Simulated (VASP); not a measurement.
# ZnS (Wurtzite-2H) (P6_3mc) in VASP: further runs

The runs below take ZnS (Wurtzite-2H) through relaxation of cell and atoms, single point, with SCAN, rSCAN, TPSS, PBE.

All numbers are computed with VASP 6.6.1; they aren't measurements. Logs are shortened: lines on timing, memory, paths and dates and some standing lists are left out, and cuts for length are marked.

## Step 1: Starting point

Symmetry: P6_3mc, No. 186, hexagonal system. Conventional cell: a = 3.811 Å, b = 3.811 Å, c = 6.234 Å, α = 90.00°, β = 90.00°, γ = 120.00°. Zn (site symmetry 3m) is surrounded by 4 S at 2.31 to 2.40 Å. S (site symmetry 3m) is surrounded by 4 Zn at 2.31 to 2.40 Å.

## Step 2: Relaxation of cell and atoms, SCAN

INCAR

```
ALGO = Normal
EDIFF = 1E-6
EDIFFG = -0.02
ENCUT = 600
IBRION = 2
ISIF = 3
ISMEAR = -1
LASPH = True
LCHARG = False
LMIXTAU = True
LREAL = False
LWAVE = False
METAGGA = SCAN
NELM = 100
NSW = 60
PREC = Accurate
SIGMA = 0.05
```

KPOINTS

```
k-points
0
Gamma
  8 8 5
```

POSCAR

```
ZnS
1.0
    3.8110000000      0.0000000000      0.0000000000
   -1.9055000000      3.3004228138      0.0000000000
    0.0000000000      0.0000000000      6.2340000000
Zn S
2 2
Direct
    0.6666666667      0.3333333333      0.5000000000
    0.3333333333      0.6666666667      0.0000000000
    0.6666666667      0.3333333333      0.8850000000
    0.3333333333      0.6666666667      0.3850000000
```

Potentials or basis: VASP PAW PBE potentials, release 64 (Zn, S).

The run is started by

```bash
$ cat potpaw_PBE.64/Zn/POTCAR potpaw_PBE.64/S/POTCAR > POTCAR
$ mpirun -np 1 vasp_std > vasp.out
```

OUTCAR:

```text
EDIFF = 1E-6
   EDIFFG = -0.02
   ENCUT = 600
   IBRION = 2
   ISIF = 3
   ISMEAR = -1
   LASPH = True
   LREAL = False
   METAGGA = SCAN
   NELM = 100
   NSW = 60
   PREC = Accurate

 ion  position               nearest neighbor table
   1  0.667  0.333  0.500-   4 2.31   4 2.31   4 2.31   3 2.40
   2  0.333  0.667  0.000-   3 2.31   3 2.31   3 2.31   4 2.40
   3  0.667  0.333  0.885-   2 2.31   2 2.31   2 2.31   1 2.40
   4  0.333  0.667  0.385-   1 2.31   1 2.31   1 2.31   2 2.40

  LATTYP: Found a hexagonal cell.
 ALAT       =     3.8110000000
 C/A-ratio  =     1.6357911309

  Lattice vectors:

 A1 = (   3.8110000000,   0.0000000000,   0.0000000000)
 A2 = (  -1.9055000000,   3.3004228138,   0.0000000000)
 A3 = (   0.0000000000,   0.0000000000,   6.2340000000)

Analysis of symmetry for initial positions (statically):
=====================================================================
 Subroutine PRICEL returns:
 Original cell was already a primitive cell.

 Routine SETGRP: Setting up the symmetry group for a
 hexagonal supercell.

 Subroutine GETGRP returns: Found 12 space group operations
 (whereof  6 operations were pure point group operations)
 out of a pool of 24 trial point group operations.

The static configuration has the point symmetry C_3v.
 The point group associated with its full space group is C_6v.

Analysis of symmetry for dynamics (positions and initial velocities):
=====================================================================
 Subroutine PRICEL returns:
 Original cell was already a primitive cell.

 Routine SETGRP: Setting up the symmetry group for a
 hexagonal supercell.

 Subroutine GETGRP returns: Found 12 space group operations
 (whereof  6 operations were pure point group operations)
 out of a pool of 24 trial point group operations.

The dynamic configuration has the point symmetry C_3v.
 The point group associated with its full space group is C_6v.

 Subroutine INISYM returns: Found 12 space group operations
 (whereof  6 operations are pure point group operations),
 and found     1 'primitive' translations

----------------------------------------------------------------------------------------

                                     Primitive cell

  volume of cell :      78.4107

  direct lattice vectors                    reciprocal lattice vectors
     3.811000000  0.000000000  0.000000000     0.262398321  0.151495741  0.000000000
    -1.905500000  3.300422814  0.000000000     0.000000000  0.302991482  0.000000000
     0.000000000  0.000000000  6.234000000     0.000000000  0.000000000  0.160410651

  length of vectors
     3.811000000  3.811000000  6.234000000     0.302991482  0.302991482  0.160410651

  position of ions in fractional coordinates (direct lattice)
     0.666666667  0.333333333  0.500000000
     0.333333333  0.666666667  0.000000000
     0.666666667  0.333333333  0.885000000
     0.333333333  0.666666667  0.385000000

  ion indices of the primitive-cell ions
   primitive index   ion index
                 1           1
                 2           2
                 3           3
                 4           4

----------------------------------------------------------------------------------------

 KPOINTS: k-points

Automatic generation of k-mesh.
 Grid dimensions read from file:
 generate k-points for:    8    8    5

 Generating k-lattice:

  Cartesian coordinates                     Fractional coordinates (reciprocal lattice)
     0.032799790  0.018936968  0.000000000     0.125000000  0.000000000  0.000000000
     0.000000000  0.037873935  0.000000000     0.000000000  0.125000000  0.000000000
     0.000000000  0.000000000  0.032082130     0.000000000  0.000000000  0.200000000

  Length of vectors
     0.037873935  0.037873935  0.032082130

  Shift w.r.t. Gamma in fractional coordinates (k-lattice)
     0.000000000  0.000000000  0.000000000

 Subroutine IBZKPT returns following result:
 ===========================================

 Found     30 irreducible k-points:

 Following reciprocal coordinates:
            Coordinates               Weight
  0.000000  0.000000  0.000000      1.000000
  0.125000  0.000000  0.000000      6.000000
  0.250000  0.000000  0.000000      6.000000
  0.375000  0.000000  0.000000      6.000000
  0.500000  0.000000  0.000000      3.000000
  0.125000  0.125000  0.000000      6.000000
[... 16 lines left out ...]
  0.250000  0.000000  0.400000     12.000000
  0.375000  0.000000  0.400000     12.000000
 [... further k-points ...]
   k-points           NKPTS =     30   k-points in BZ     NKDIM =     30   number of bands    NBANDS=     22
   number of dos      NEDOS =    301   number of ions     NIONS =      4
   total plane-waves  NPLWV =  45000
   dimension x,y,z NGX =    30 NGY =   30 NGZ =   50
   dimension x,y,z NGXF=    60 NGYF=   60 NGZF=  100
   ions per type =               2   2
   NGX,Y,Z   is equivalent  to a cutoff of  13.09, 13.09, 13.33 a.u.
   NGXF,Y,Z  is equivalent  to a cutoff of  26.17, 26.17, 26.67 a.u.
 SYSTEM =  unknown system
   PREC   = accura    normal or accurate (medium, high low for compatibility)
   ISTART =      0    job   : 0-new  1-cont  2-samecut
   ICHARG =      2    charge: 1-file 2-atom 10-const
   ISPIN  =      1    spin polarized calculation?
   LNONCOLLINEAR =      F non collinear calculations
   LSORBIT =      F    spin-orbit coupling
   LASPH  =      T    aspherical Exc in radial PAW
   ENCUT  =  600.0 eV  44.10 Ry    6.64 a.u.   7.61  7.61 12.45*2*pi/ulx,y,z
   NELM   =    100;   NELMIN=  2; NELMDL= -5     # of ELM steps
   EDIFF  = 0.1E-05   stopping-criterion for ELM
   LREAL  =      F    real-space projection
   EDIFFG = -.2E-01   stopping-criterion for IOM
   NSW    =     60    number of steps for IOM
   IBRION =      2    ionic relax: 0-MD 1-quasi-New 2-CG
   NFREE  =      1    steps in history (QN), initial steepest desc. (CG)
   ISIF   =      3    stress and relaxation
   ISYM   =      2    0-nonsym 1-usesym 2-fastsym
   POTIM  = 0.5000    time-step for ionic-motion
   TEBEG  =    0.0;   TEEND  =   0.0 temperature during run
   PSTRESS=    0.0 pullay stress
   NELECT =      36.0000    total number of electrons
   NUPDOWN=      -1.0000    fix difference up-down
   EMIN   =  10.00;   EMAX   =-10.00  energy-range for DOS
   EFERMI =   0.00;   METHOD = LEGACY
   ISMEAR =    -1;   SIGMA  =   0.05  broadening in eV -4-tet -1-fermi 0-gaus
   EFERMI_NEDOS =   21; number of points for ismear=-14 and -15
   IALGO  =     38    algorithm
   IMIX   =      4    mixing-type and parameters
     AMIX     =   0.40;   BMIX     =  1.00
     AMIX_MAG =   1.60;   BMIX_MAG =  1.00
  volume/ion in A,a.u.               =      19.60       132.29
  Fermi-wavevector in a.u.,A,eV,Ry     =   1.262943  2.386617 21.701647  1.595026
  Thomas-Fermi vector in A             =   2.396326
   LORBIT       =      0    0 simple, 1 ext, 2 COOP (PROOUT), +10 PAW based schemes
   METAGGA = SCAN    functional components
   LHFCALC =     F    Hartree Fock is set to
   AEXX    =    0.0000 exact exchange contribution
   IVDW    =     0    specifies the selected vdW correction
   LEPSILON=     F    determine dielectric tensor
   LRPA    =     F    only Hartree local field effects (RPA)
 conjugate gradient relaxation of ions
 non-spin polarized calculation
  energy-cutoff  :      600.00
  volume of cell :       78.41
 maximum number of plane-waves:      2643
   NGX = 15   NGY = 15   NGZ = 25

--------------------------------------- Ionic step        1  -------------------------------------------

 number of electron      36.0000045 magnetization

 Free energy of the ion-electron system (eV)
  ---------------------------------------------------
  ext. energy  EPLUGINS =         0.00000000
  ---------------------------------------------------
  free energy    TOTEN  =       -49.96557428 eV

  energy without entropy =      -49.96557428  energy(sigma->0) =      -49.96557428

------------------------ aborting loop because EDIFF is reached ----------------------------------------

  FORCE on cell =-STRESS in cart. coord.  units (eV):
  Direction    XX          YY          ZZ          XY          YZ          ZX
  --------------------------------------------------------------------------------------
  -------------------------------------------------------------------------------------
  Total       -0.0094493     -0.0094493     -0.8469755      0.0000000     -0.0000000      0.0000000
  in kB       -0.1930797     -0.1930797    -17.3063742      0.0000000     -0.0000000      0.0000000
  external PRESSURE =      -5.8975112 kB  Pullay stress =       0.0000000 kB
[... 251 lines left out ...]
  energy  without entropy=      -49.9908695576  energy(sigma->0) =      -49.99086956

--------------------------------------- Ionic step        8  -------------------------------------------

 number of electron      35.9999999 magnetization

 Free energy of the ion-electron system (eV)
  ---------------------------------------------------
  ext. energy  EPLUGINS =         0.00000000
  ---------------------------------------------------
  free energy    TOTEN  =       -49.99093787 eV

  energy without entropy =      -49.99093787  energy(sigma->0) =      -49.99093787

 E-fermi :   2.9370     XC(G=0): -10.3787

 val. band max:        1.9698416156   @ k =   0.0000   0.0000   0.0000
 cond. band min:       4.7438810175   @ k =   0.0000   0.0000   0.0000
 fundamental gap:      2.7740394019
 Fermi energy:         2.9369883689

 k-point     1 :       0.0000    0.0000    0.0000
  band No.  band energies     occupation
      1     -11.8691      2.00000
      2     -10.8960      2.00000
      3      -4.6012      2.00000
      4      -4.5895      2.00000
      5      -4.5894      2.00000
      6      -4.4971      2.00000
[... 574 lines left out ...]
      6      -4.3644      2.00000
[... 14 lines left out ...]
     21       7.7124      0.00000
     22       8.2034      0.00000

 [... further k-points ...]

------------------------ aborting loop because EDIFF is reached ----------------------------------------

  FORCE on cell =-STRESS in cart. coord.  units (eV):
  Direction    XX          YY          ZZ          XY          YZ          ZX
  --------------------------------------------------------------------------------------
  -------------------------------------------------------------------------------------
  Total       -0.0252152     -0.0252152     -0.0217503      0.0000000      0.0000000      0.0000000
  in kB       -0.5203175     -0.5203175     -0.4488187      0.0000000      0.0000000      0.0000000
  external PRESSURE =      -0.4964846 kB  Pullay stress =       0.0000000 kB
[... 19 lines left out ...]
  FREE ENERGIE OF THE ION-ELECTRON SYSTEM (eV)
  ---------------------------------------------------
  free  energy   TOTEN  =       -49.9909378704 eV

  energy  without entropy=      -49.9909378703  energy(sigma->0) =      -49.99093787

 reached required accuracy - stopping structural energy minimisation
```

Wall time 15 min (1 thread of AMD EPYC 9R45 (Zen 5), shared host); peak memory 0.22 GiB.

Results:

| Item | Value |
| --- | --- |
| Free energy | -49.9909 eV |
| Relaxed volume | 19.41 Å³/atom |
| Relaxed cell | a = 3.794 Å, b = 3.794 Å, c = 6.228 Å, α = 90.00°, β = 90.00°, γ = 120.00° |
| Space group after relaxing (to 0.05 Å) | P6_3mc (No. 186) |
| Energy gained by relaxing | 6.3 meV/atom |
| Ionic steps | 8 |
| Pressure after relaxing | 0.0 GPa |
| Largest force after relaxing | 0.014 eV/Å |
| Band gap on the k mesh | 2.77 eV, direct |

Forces on the atoms (eV/Å):
```
Zn   0.000  0.000  0.014
Zn   0.000  0.000  0.014
S    0.000  0.000 -0.014
S    0.000  0.000 -0.014
```

Step by step:
```csv
step,energy change (eV),largest force (eV/Å),pressure (GPa),volume (Å³)
1,0.0000,0.3021,-0.59,78.41
2,-0.0185,0.1752,0.07,77.59
3,-0.0196,0.1209,0.28,77.40
4,-0.0236,0.0177,-0.02,77.59
5,-0.0238,0.0219,-0.01,77.63
6,-0.0242,0.0426,-0.06,77.70
7,-0.0253,0.0264,-0.04,77.63
8,-0.0254,0.0137,-0.05,77.64
```

Final structure:
```
CELL_PARAMETERS angstrom
3.79414 0.00000 0.00000
-1.89707 3.28582 0.00000
0.00000 0.00000 6.22800
ATOMIC_POSITIONS crystal
Zn 0.66667 0.33333 0.50522
Zn 0.33333 0.66667 0.00522
S 0.66667 0.33333 0.87978
S 0.33333 0.66667 0.37978
```

Levels at points of the mesh, in eV from the valence-band top:
| k point | band 16 | band 17 | band 18 | band 19 | band 20 | band 21 |
| --- | --- | --- | --- | --- | --- | --- |
| (0.00, 0.00, 0.00) | -0.09 | 0.00 | 0.00 | 2.77 | 3.60 | 6.77 |
| (0.50, 0.00, 0.00) | -2.34 | -1.75 | -0.93 | 4.01 | 4.77 | 5.43 |

Caveat: the PAW data sets were made with another functional, which shifts forces and pressure a little. SCAN opens gaps a little over a GGA but as a rule still falls short of measured ones.

## Step 3: Relaxation of cell and atoms, rSCAN

INCAR

```
ALGO = Normal ; EDIFF = 1E-6
EDIFFG = -0.005 ; ENCUT = 600
IBRION = 2 ; ISIF = 3
ISMEAR = -1 ; LASPH = T
LCHARG = F ; LMIXTAU = T
LREAL = F ; LWAVE = F
METAGGA = RSCAN ; NELM = 100
NSW = 60 ; PREC = Accurate
SIGMA = 0.05
```

KPOINTS is that of step 2.

POSCAR is that of step 2.

Potentials or basis: VASP PAW PBE potentials, release 64 (Zn, S).

The run is started by

```bash
$ cat potpaw_PBE.64/Zn/POTCAR potpaw_PBE.64/S/POTCAR > POTCAR
$ mpirun -np 1 vasp_std > vasp.out
```

OUTCAR:

```text
EDIFF = 1E-6
   EDIFFG = -0.005
   ENCUT = 600
   IBRION = 2
   ISIF = 3
   ISMEAR = -1
   LASPH = T
   LREAL = F
   METAGGA = RSCAN
   NELM = 100
   NSW = 60
   PREC = Accurate

 ion  position               nearest neighbor table
   1  0.667  0.333  0.500-   4 2.31   4 2.31   4 2.31   3 2.40
   2  0.333  0.667  0.000-   3 2.31   3 2.31   3 2.31   4 2.40
   3  0.667  0.333  0.885-   2 2.31   2 2.31   2 2.31   1 2.40
   4  0.333  0.667  0.385-   1 2.31   1 2.31   1 2.31   2 2.40

  LATTYP: Found a hexagonal cell.
 ALAT       =     3.8110000000
 C/A-ratio  =     1.6357911309

  Lattice vectors:

 A1 = (   3.8110000000,   0.0000000000,   0.0000000000)
 A2 = (  -1.9055000000,   3.3004228138,   0.0000000000)
 A3 = (   0.0000000000,   0.0000000000,   6.2340000000)

Analysis of symmetry for initial positions (statically):
[... 379 lines left out ...]
  free energy    TOTEN  =       -58.39304467 eV

  energy without entropy =      -58.39304467  energy(sigma->0) =      -58.39304467

 E-fermi :   2.8905     XC(G=0): -10.3552

 val. band max:        1.8847501114   @ k =   0.0000   0.0000   0.0000
 cond. band min:       4.6710744921   @ k =   0.0000   0.0000   0.0000
 fundamental gap:      2.7863243807
 Fermi energy:         2.8905247763

 k-point     1 :       0.0000    0.0000    0.0000
  band No.  band energies     occupation
      1     -11.8616      2.00000
      2     -10.8960      2.00000
      3      -4.6786      2.00000
      4      -4.6671      2.00000
      5      -4.6671      2.00000
      6      -4.5764      2.00000
[... 589 lines left out ...]
     21       7.6541      0.00000
     22       8.1396      0.00000

 [... further k-points ...]

------------------------ aborting loop because EDIFF is reached ----------------------------------------

  FORCE on cell =-STRESS in cart. coord.  units (eV):
  Direction    XX          YY          ZZ          XY          YZ          ZX
  --------------------------------------------------------------------------------------
  -------------------------------------------------------------------------------------
  Total        0.0029184      0.0029184     -0.0024594      0.0000000      0.0000000     -0.0000000
  in kB        0.0598652      0.0598652     -0.0504490      0.0000000      0.0000000     -0.0000000
  external PRESSURE =       0.0230938 kB  Pullay stress =       0.0000000 kB
[... 19 lines left out ...]
  FREE ENERGIE OF THE ION-ELECTRON SYSTEM (eV)
  ---------------------------------------------------
  free  energy   TOTEN  =       -58.3930446746 eV

  energy  without entropy=      -58.3930446745  energy(sigma->0) =      -58.39304467

 reached required accuracy - stopping structural energy minimisation
```

It took 25 min on 1 thread of AMD EPYC 9R45 (Zen 5), shared host; peak memory 0.21 GiB.

What came out:

```
Free energy                            : -58.3930 eV
Relaxed volume                         : 19.53 Å³/atom
Relaxed cell                           : a = 3.804 Å, b = 3.804 Å, c = 6.234 Å, α = 90.00°, β = 90.00°, γ = 120.00°
Space group after relaxing (to 0.05 Å) : P6_3mc (No. 186)
Energy gained by relaxing              : 5.6 meV/atom
Ionic steps                            : 17
Pressure after relaxing                : 0.0 GPa
Largest force after relaxing           : 0.004 eV/Å
Band gap on the k mesh                 : 2.79 eV, direct
```

Forces on the atoms (eV/Å):
```
Zn   0.000  0.000  0.004
Zn   0.000  0.000  0.004
S    0.000  0.000 -0.004
S    0.000  0.000 -0.004
```

Step by step:
| step | energy change (eV) | largest force (eV/Å) | pressure (GPa) | volume (Å³) |
| --- | --- | --- | --- | --- |
| 1 | 0.0000 | 0.3039 | -0.13 | 78.41 |
| 2 | -0.0158 | 0.1205 | -0.01 | 78.22 |
| 3 | -0.0164 | 0.0932 | -0.01 | 78.19 |
| 4 | -0.0156 | 0.0107 | 0.10 | 78.12 |
| 5 | -0.0165 | 0.0802 | 0.01 | 78.18 |
| 6 | -0.0199 | 0.0387 | -0.02 | 78.16 |
| 7 | -0.0222 | 0.0270 | 0.04 | 78.14 |
| 8 | -0.0222 | 0.0250 | 0.02 | 78.14 |
| 9 | -0.0218 | 0.0186 | 0.04 | 78.15 |
| 10 | -0.0222 | 0.0201 | 0.02 | 78.14 |
| 11 | -0.0223 | 0.0137 | -0.06 | 78.18 |
| 12 | -0.0223 | 0.0033 | -0.04 | 78.16 |
| 13 | -0.0223 | 0.0043 | -0.04 | 78.16 |
| 14 | -0.0223 | 0.0089 | -0.05 | 78.17 |
| 15 | -0.0223 | 0.0039 | -0.04 | 78.16 |
| 16 | -0.0224 | 0.0039 | 0.05 | 78.10 |
| 17 | -0.0224 | 0.0039 | 0.00 | 78.11 |

Final structure:
```yaml
crystal:
  lattice:
    - [3.80363, 0.00000, 0.00000]
    - [-1.90182, 3.29404, 0.00000]
    - [0.00000, 0.00000, 6.23387]
  atoms:
    - { symbol: Zn, position: [0.66667, 0.33333, 0.50520] }
    - { symbol: Zn, position: [0.33333, 0.66667, 0.00520] }
    - { symbol: S, position: [0.66667, 0.33333, 0.87980] }
    - { symbol: S, position: [0.33333, 0.66667, 0.37980] }
```

Levels at points of the mesh, in eV from the valence-band top:
```csv
k point,band 14,band 15,band 16,band 17,band 18,band 19,band 20,band 21,band 22
"(0.00, 0.00, 0.00)",-0.92,-0.92,-0.08,0.00,0.00,2.79,3.61,6.80,6.80
"(0.50, 0.00, 0.00)",-4.19,-3.36,-2.31,-1.73,-0.91,4.04,4.78,5.45,7.38
```

Caveat: the PAW data sets were made with another functional, which shifts forces and pressure a little.

[end of part 1 of 2]
